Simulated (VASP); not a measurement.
A run of VASP 6.6.1:

Contents of POSCAR:

```
ZrC
1.0
    0.0000000000      2.3650000000      2.3650000000
    2.3650000000      0.0000000000      2.3650000000
    2.3650000000      2.3650000000      0.0000000000
Zr C
1 1
Direct
    0.5000000000      0.5000000000      0.5000000000
    0.0000000000      0.0000000000      0.0000000000
```

Contents of INCAR.step1:

```
SYSTEM = ZrC
PREC = Accurate
ENCUT = 520
EDIFF = 1E-7
ISMEAR = 0
SIGMA = 0.02
LREAL = .False.
LASPH = .True.
NELM = 80
ALGO = Fast
ISIF = 2
LWAVE = .False.
LCHARG = .True.
LMAXMIX = 4
GGA = PE
```

Contents of KPOINTS.step1:

```
regular mesh
0
Gamma
  10 10 10
  0 0 0
```

The input INCAR.step2:

```
SYSTEM = ZrC
PREC = Accurate
ENCUT = 520
EDIFF = 1E-7
ISMEAR = -5
SIGMA = 0.02
LREAL = .False.
LASPH = .True.
NELM = 80
ALGO = Fast
ISIF = 2
LWAVE = .False.
LCHARG = .False.
LMAXMIX = 4
GGA = PE
LORBIT = 10
NEDOS = 2001
ICHARG = 11
```

KPOINTS.step2

```
regular mesh
0
Gamma
  15 15 15
  0 0 0
```

Potentials or basis: VASP PAW PBE potentials, release 64 (Zr_sv, C).

The run is started by

```sh
$ cat potpaw_PBE.64/Zr_sv/POTCAR potpaw_PBE.64/C/POTCAR > POTCAR
$ cp INCAR.step1 INCAR
$ cp KPOINTS.step1 KPOINTS
$ mpirun -np 1 vasp_std > vasp.out
$ cp INCAR.step2 INCAR
$ cp KPOINTS.step2 KPOINTS
$ mpirun -np 1 vasp_std > vasp.out
```

Hardware: 1 thread of Intel(R) Xeon(R) 6975P-C (Granite Rapids), with other jobs on the host.

How long does it take, and how much memory?

Wall time 92 s on 1 thread of Intel(R) Xeon(R) 6975P-C (Granite Rapids) (shared host), peak memory 0.17 GiB. Counts: scf iterations 10, k points 120.
